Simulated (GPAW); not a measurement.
# TiO2 (P4_2/mnm) in GPAW: further runs

The runs below take TiO2 through band structure, with PBEsol+U.

Everything below comes from runs of GPAW 26.7.0. Logs are shortened: lines on timing, memory, paths and dates and some standing lists are left out, and cuts for length are marked. The log counts tension as positive stress, the text compression.

**Measured values to compare with.**

From “Shallow Valence Band of Rutile GeO2 and P-type Doping”, 2020, arxiv:2011.08928, for a bulk crystal of TiO2 at 1.6 K: band gap 3.03 eV (direct).

How close the calculation comes is told below.

**1. Starting point**

It takes space group P4_2/mnm (No. 136, tetragonal). Conventional cell: a = 4.600 Å, b = 4.600 Å, c = 2.959 Å, α = 90.00°, β = 90.00°, γ = 90.00°. Ti (site symmetry mmm) has 6 O at 1.95 to 1.98 Å as nearest neighbours. O (site symmetry m2m) has 3 Ti at 1.95 to 1.98 Å as nearest neighbours.

The cell is a database's computed one.

**2. Band structure, PBEsol+U**

run.py reads:

```python
from ase import Atoms
from ase.dft.bandgap import bandgap
from ase.io import write
from ase.units import GPa
from gpaw import GPAW, PW, setup_paths

setup_paths.insert(0, '.')

atoms = Atoms(['Ti', 'Ti', 'O', 'O', 'O', 'O'],
              cell=[[4.5998373239, 0.0, 0.0],
                    [0.0, 4.5998373239, 0.0],
                    [0.0, 0.0, 2.95921356]],
              scaled_positions=[[0.0, 0.0, 0.5],
                                [0.5, 0.5, 0.0],
                                [0.30432132, 0.30432132, 0.5],
                                [0.19567868, 0.80432132, 0.0],
                                [0.80432132, 0.19567868, 0.0],
                                [0.69567868, 0.69567868, 0.5]],
              pbc=True)

calc = GPAW(mode=PW(800),
            xc='PBEsol',
            kpts={'size': (4, 4, 7), 'gamma': True},
            occupations={'name': 'fermi-dirac', 'width': 0.05},
            setups={'Ti': ':d,6.0'},
            nbands=43,
            convergence={'density': 1e-05, 'energy': 1e-05},
            maxiter=150,
            txt='gpaw.txt')
atoms.calc = calc
energy = atoms.get_potential_energy()
forces = atoms.get_forces()
stress = atoms.get_stress()
calc.write('gs.gpw')
write('result.traj', atoms)
print(f'Energy: {energy:.6f} eV')
print('Forces (eV/A):')
print(forces.round(4))
print('Stress (GPa):', (stress / GPa).round(3))
print('Fermi level:', round(calc.get_fermi_level(), 4), 'eV')
print(f'Gap: {bandgap(calc)[0]:.4f} eV, direct: {bandgap(calc, direct=True)[0]:.4f} eV')

path = atoms.cell.bandpath('GXMGZRAZ,XR,MA', npoints=100, eps=1e-4)
bs_calc = calc.fixed_density(kpts=path, symmetry='off', nbands=61,
                             convergence={'bands': 'CBM+6.0', 'eigenstates': 1e-6}, txt='bands.txt')
bs = bs_calc.band_structure()
bs.write('bs.json')
print(f'Gap on the path: {bandgap(bs_calc)[0]:.4f} eV')
```

Potentials or basis: PAW data sets generated in the run's folder for this functional, pw.

Run with:

```
$ gpaw-setup -f PBEsol O Ti
$ OMP_NUM_THREADS=1 python run.py
```

gpaw.txt:

```text
__  _  _
 | _ |_)|_||  |
 |__||  | ||/\| - 26.7.0

Input parameters:
  mode=PW(ecut=800.0),
  convergence={'density': 1e-05, 'energy': 1e-05},
  kpts=MonkhorstPack(size=(4, 4, 7), gamma=True),
  maxiter=150,
  nbands=43,
  occupations=Occupations(name='fermi-dirac', width=0.05),
  setups={'Ti': ':d,6.0'},
  xc=XC(name='PBEsol')

Diagonalizing LCAO Hamiltonian
Converting LCAO to pw mode
    .----------.
   /|          |
  / |          |
 *  |      O   |
 |  .O---------.
 Ti/  O Ti    /
 |/       O  /
 *----------*

Atoms  # Å, Bohr magnetons
|   | symbol |        x |        y |        z |    initial magnetic moments |
|---|--------|----------|----------|----------|-----------------------------|
| 0 |     Ti | 0.000000 | 0.000000 | 1.479607 | ( 0.0000,  0.0000,  0.0000) |
| 1 |     Ti | 2.299919 | 2.299919 | 0.000000 | ( 0.0000,  0.0000,  0.0000) |
| 2 |      O | 1.399829 | 1.399829 | 1.479607 | ( 0.0000,  0.0000,  0.0000) |
| 3 |      O | 0.900090 | 3.699747 | 0.000000 | ( 0.0000,  0.0000,  0.0000) |
| 4 |      O | 3.699747 | 0.900090 | 0.000000 | ( 0.0000,  0.0000,  0.0000) |
| 5 |      O | 3.200009 | 3.200009 | 1.479607 | ( 0.0000,  0.0000,  0.0000) |

Unit cell  # Å
| periodic |        x |        y |        z |  lengths |    angles |
|----------|----------|----------|----------|----------|-----------|
|      yes | 4.599837 | 0.000000 | 0.000000 | 4.599837 | 90.000000 |
|      yes | 0.000000 | 4.599837 | 0.000000 | 4.599837 | 90.000000 |
|      yes | 0.000000 | 0.000000 | 2.959214 | 2.959214 | 90.000000 |

Number of symmetries: 8
Symmetry operations  # r_c * U_cc + t_c -> r_c
|   | kind |            matrix            |
|---|------|------------------------------|
| 0 |  E   |  1, 0, 0,  0, 1, 0,  0, 0, 1 |
| 1 |  σ   |  1, 0, 0,  0, 1, 0,  0, 0,-1 |
| 2 |  σ   |  0, 1, 0,  1, 0, 0,  0, 0, 1 |
| 3 |  C2  |  0, 1, 0,  1, 0, 0,  0, 0,-1 |
| 4 |  σ   |  0,-1, 0, -1, 0, 0,  0, 0, 1 |
| 5 |  C2  |  0,-1, 0, -1, 0, 0,  0, 0,-1 |
| 6 |  C2  | -1, 0, 0,  0,-1, 0,  0, 0, 1 |
| 7 |  i   | -1, 0, 0,  0,-1, 0,  0, 0,-1 |

BZ-sampling:
  Number of BZ points: 112
  Number of IBZ points: 28

  Monkhorst-Pack size: [4, 4, 7]
  Monkhorst-Pack shift: [0.125, 0.125, 0.0]

K-points  # in reciprocal-cell coordinates
|     |                                coordinates |     weight |
|-----|--------------------------------------------|------------|
|   0 | (  0.00000000,   0.00000000,   0.00000000) | 0.00892857 |
|   1 | (  0.00000000,   0.00000000,   0.14285714) | 0.01785714 |
|   2 | (  0.00000000,   0.00000000,   0.28571429) | 0.01785714 |
|   3 | (  0.00000000,   0.00000000,   0.42857143) | 0.01785714 |
|   4 | (  0.25000000,  -0.25000000,   0.00000000) | 0.01785714 |
|   5 | (  0.25000000,  -0.25000000,   0.14285714) | 0.03571429 |
|   6 | (  0.25000000,  -0.25000000,   0.28571429) | 0.03571429 |
|   7 | (  0.25000000,  -0.25000000,   0.42857143) | 0.03571429 |
|   8 | (  0.25000000,   0.00000000,   0.00000000) | 0.03571429 |
|   9 | (  0.25000000,   0.00000000,   0.14285714) | 0.07142857 |
| ... |                                            |            |
|  27 | (  0.50000000,   0.50000000,   0.42857143) | 0.01785714 |

Plane wave coefficients: 3249
Cutoff: 800.0 eV

Spin-components: 1 (collinear spins)
Bands:           43
Projectors:      32
Spin-degeneracy: 2
Datatype:        complex128

Parallelization:
  kpt:    1
  domain: 1
  band:   1

Density:
  Valence electrons: 48.0
  Components: 1
  Grid points: [32 32 20]
  Charge: 0.0  # |e|

Potential:
  Grid points: [32 32 20]

species:
  Ti:
    name:    Titanium
    Z:       22.0
    valence: 12
    core:    10
    charge:  0.0  # [|e|]
    Hubbard: {U: 6.0,  # eV
              l: 2,
              scale: True}
    compensation charges:
      type: gauss
      rc: 0.38  # [Å]
      lmax: 2
    cutoffs:
      filter: 2.23  # [Å]
      core: 1.02  # [Å]
    projectors
    | kind |    occ | energy [eV] | rcut [Å] |
    |------|--------|-------------|----------|
    |   3s |  2.000 |     -62.441 |    1.270 |
    |   4s |  2.000 |      -4.477 |    1.270 |
    |   3p |  6.000 |     -38.776 |    1.058 |
    |   4p |  0.000 |      -1.449 |    1.058 |
    |   3d |  2.000 |      -4.275 |    1.058 |
    |    d |        |      22.937 |    1.058 |

    Using partial waves for Ti as LCAO basis

  O:
    name:    Oxygen
    Z:       8.0
    valence: 6
    core:    2
    charge:  0.0  # [|e|]
    compensation charges:
      type: gauss
      rc: 0.21  # [Å]
      lmax: 2
    cutoffs:
      filter: 1.17  # [Å]
      core: 0.83  # [Å]
    projectors
    | kind |    occ | energy [eV] | rcut [Å] |
    |------|--------|-------------|----------|
    |   2s |  2.000 |     -23.808 |    0.688 |
    |   2p |  4.000 |      -8.972 |    0.598 |
    |    s |        |       3.404 |    0.688 |
    |    p |        |      18.239 |    0.598 |
    |    d |        |       0.000 |    0.619 |

    Using partial waves for O as LCAO basis

Reference energy: -54531.363041  # eV

eigensolver:
  PPCG
  Converge bands: occupied
  niter=2

density mixing:
  MSR1-Mixer
  Pratt-step length: 0.05
  Maximum mixing coefficient: 0.75
  Old densities: 10
  SVD Regularization: 0.005
  Good broyden scale: 1.0
  Trust region scale: 1.0
  Backstep threshold: 4.0
  History deletion threshold: 6.0
  Fourier metric: weight=20.0, sigma=0.015

occupation numbers:
  Fermi-Dirac:
    width: 0.0500  # eV

poisson solver:
  ecut: 6400.0  # eV

xc functional:
  name: PBEsol with 2 nearest neighbor stencil

convergence criteria:
- Maximum integral of absolute [dens]ity change: 1e-05 electrons / valence electron
- Maximum [total energy] change in last 3 cyles: 1e-05 eV / valence electron
- Maximum integral of absolute [eigenst]ate change: 4e-08 eV^2 / valence electron
maximum number of iterations: 150

SCF iterations
|iter     | |      energy | eigst |  dens |
|---------|-|-------------|-------|-------|
|iter:   1| |  -58.480361 | +0.05 |       |
|iter:   2| |  -55.108811 | -1.69 | -0.77 |
|iter:   3| |  -47.143763 | -0.47 | -0.82 |
|iter:   4| |  -46.853911 | -1.89 | -1.37 |
|iter:   5| |  -46.958291 | -2.36 | -1.66 |
|iter:   6| |  -46.899058 | -3.13 | -1.93 |
|iter:   7| |  -46.897353 | -3.77 | -2.54 |
|iter:   8| |  -46.897718 | -5.20 | -3.29 |
|iter:   9| |  -46.897744c| -6.32 | -3.59 |
|iter:  10| |  -46.897744c| -7.29 | -4.24 |
|iter:  11| |  -46.897744c| -7.50c| -4.61 |
|iter:  12| |  -46.897745c| -7.66c| -4.93 |
|iter:  13| |  -46.897745c| -8.17c| -5.27c|

Converged in 13 steps
Energy contributions relative to reference atoms: (reference = -54531.363041)

Energy contributions:
  Kinetic:          48.174158
  Coulomb:         -60.034161
  Zero:              1.574903
  External:          0.000000
  Xc:              -36.612644
  Entropy:          -0.000000
  Spinorbit:         0.000000
  ----------------------------
  Free energy:     -46.897745
  Extrapolated:    -46.897745

dipole moment: (-15.023760, -15.023760, -26.242303)  # |e|*Ang

Fermi level: 7.200
Eigenvalues  # (at kpt = [0.000, 0.000, 0.000])
| band index |      eig [eV] | occ [0-2] |
|------------|---------------|-----------|
|          0 |       -52.548 |     2.000 |
|        ... |               |           |
|         16 |         2.125 |     2.000 |
|         17 |         3.169 |     2.000 |
|         18 |         3.169 |     2.000 |
|         19 |         3.763 |     2.000 |
|         20 |         5.120 |     2.000 |
|         21 |         5.427 |     2.000 |
[... 8 lines left out ...]
|         30 |        11.686 |     0.000 |
|         31 |        12.782 |     0.000 |
|        ... |               |           |
|         42 |        24.726 |     0.000 |

Gap: 2.814 eV
Transition (v -> c):
  (s=0, k=0, n=23, [0.00, 0.00, 0.00]) -> (s=0, k=24, n=24, [0.50, 0.50, 0.00])
Direct/indirect transitions are different
Direct gap: 2.855 eV
Transition at: (s=0, k=0, n=23, [0.00, 0.00, 0.00])

Forces  # eV/Ang
|        x |        y |       z |
|----------|----------|---------|
|  0.00000 | -0.00000 | 0.00000 |  # Ti   0
|  0.00000 | -0.00000 | 0.00000 |  # Ti   1
| -0.04531 | -0.04531 | 0.00000 |  # O    2
|  0.04542 | -0.04542 | 0.00000 |  # O    3
| -0.04542 |  0.04542 | 0.00000 |  # O    4
|  0.04531 |  0.04531 | 0.00000 |  # O    5

Stress tensor  # eV/Ang^3
|         x |         y |         z |
|-----------|-----------|-----------|
| -0.025191 |  0.000000 |  0.000000 |
|  0.000000 | -0.025191 |  0.000000 |
|  0.000000 |  0.000000 | -0.055584 |

# Writing to gs.gpw (mode='')
```

It took 2.9 min on 1 thread of Arm Neoverse V2, shared host; peak memory 0.71 GiB.

Results:

```
Free energy             : -46.8977 eV
Pressure                : 5.7 GPa
Largest force           : 0.064 eV/Å
Band gap on the k mesh  : 2.81 eV, indirect (least direct gap 2.86 eV)
Band gap along the path : 2.81 eV, indirect (least direct gap 2.86 eV)
```

Forces in eV/Å, atoms in the order of the input:
```
Ti   0.000  0.000  0.000
Ti   0.000  0.000  0.000
O   -0.045 -0.045  0.000
O    0.045 -0.045  0.000
O   -0.045  0.045  0.000
O    0.045  0.045  0.000
```

Stress tensor (GPa, compression positive):
```
4.04 0.00 0.00
0.00 4.04 0.00
0.00 0.00 8.91
```

Levels at the corners of the path, in eV from the valence-band top:
```
point  band 21  band 22  band 23  band 24  band 25  band 26  band 27  band 28
    Γ    -0.88    -0.57    -0.57     0.00     2.86     2.98     3.51     3.55
    X    -1.77    -1.77    -0.81    -0.81     3.46     3.46     4.15     4.15
    M    -1.52    -1.52    -1.27    -1.27     2.81     2.81     3.58     3.58
    Γ    -0.88    -0.57    -0.57     0.00     2.86     2.98     3.51     3.55
    Z    -2.40    -2.40    -1.55    -1.55     4.00     4.00     4.39     4.39
    R    -2.04    -2.04    -1.14    -1.14     2.89     2.89     4.46     4.46
    A    -1.27    -1.27    -0.78    -0.78     3.60     3.60     4.14     4.14
    Z    -2.40    -2.40    -1.55    -1.55     4.00     4.00     4.39     4.39
    X    -1.77    -1.77    -0.81    -0.81     3.46     3.46     4.15     4.15
    R    -2.04    -2.04    -1.14    -1.14     2.89     2.89     4.46     4.46
    M    -1.52    -1.52    -1.27    -1.27     2.81     2.81     3.58     3.58
    A    -1.27    -1.27    -0.78    -0.78     3.60     3.60     4.14     4.14
```

**3. Band structure, PBEsol+U**

run.py, as its differences from that of step 2:

```diff
@@ -24,3 +24,3 @@
             occupations={'name': 'fermi-dirac', 'width': 0.05},
-            setups={'Ti': ':d,6.0'},
+            setups={'Ti': ':d,8.0'},
             nbands=43,
```

Potentials or basis: PAW data sets generated in the run's folder for this functional, pw.

Run with:

```
$ gpaw-setup -f PBEsol O Ti
$ OMP_NUM_THREADS=1 python run.py
```

It took 2.9 min on 1 thread of Arm Neoverse V2, shared host; peak memory 0.7 GiB.

Results (log left out):

- Free energy: -44.5844 eV
- Pressure: 8.3 GPa
- Largest force: 0.100 eV/Å
- Band gap on the k mesh: 3.19 eV, indirect (least direct gap 3.26 eV)
- Band gap along the path: 3.19 eV, indirect (least direct gap 3.26 eV)

Forces in eV/Å, atoms in the order of the input:
```
Ti   0.000  0.000  0.000
Ti   0.000  0.000  0.000
O   -0.071 -0.071  0.000
O    0.071 -0.071  0.000
O   -0.071  0.071  0.000
O    0.071  0.071  0.000
```

Stress tensor (GPa, compression positive):
```
 6.00  0.00  0.00
 0.00  6.00  0.00
 0.00  0.00 12.86
```

Levels at the corners of the path, in eV from the valence-band top:
```csv
point,band 21,band 22,band 23,band 24,band 25,band 26,band 27,band 28
Γ,-0.93,-0.60,-0.60,0.00,3.26,3.32,3.98,3.98
X,-1.80,-1.80,-0.83,-0.83,3.85,3.85,4.63,4.63
M,-1.58,-1.58,-1.32,-1.32,3.19,3.19,4.01,4.01
Γ,-0.93,-0.60,-0.60,0.00,3.26,3.32,3.98,3.98
Z,-2.39,-2.39,-1.57,-1.57,4.44,4.44,4.82,4.82
R,-2.02,-2.02,-1.17,-1.17,3.31,3.31,4.85,4.85
A,-1.26,-1.26,-0.80,-0.80,4.04,4.04,4.55,4.55
Z,-2.39,-2.39,-1.57,-1.57,4.44,4.44,4.82,4.82
X,-1.80,-1.80,-0.83,-0.83,3.85,3.85,4.63,4.63
R,-2.02,-2.02,-1.17,-1.17,3.31,3.31,4.85,4.85
M,-1.58,-1.58,-1.32,-1.32,3.19,3.19,4.01,4.01
A,-1.26,-1.26,-0.80,-0.80,4.04,4.04,4.55,4.55
```

**4. How close it comes**

Step 2. Against the measured gap of TiO2, 3.03 eV (direct; 1.6 K; quoted in “Shallow Valence Band of Rutile GeO2 and P-type Doping”, 2020, arxiv:2011.08928), the calculated 2.81 eV is off by -0.22 eV. 2 values of this kind are on record in papers (3.03 to 3.05 eV); this one was drawn at random among those near their median. The value is that of PBEsol+U, without temperature or zero-point motion. The cell is a database's relaxed one, not the measured one, which moves gaps too.

Step 3. Measured direct gap of TiO2: 3.03 eV (direct; 1.6 K; quoted in “Shallow Valence Band of Rutile GeO2 and P-type Doping”, 2020, arxiv:2011.08928). This calculation gives 3.26 eV (+0.23 eV). The value is that of PBEsol+U, without temperature or zero-point motion. The cell is a database's relaxed one, not the measured one, which moves gaps too.
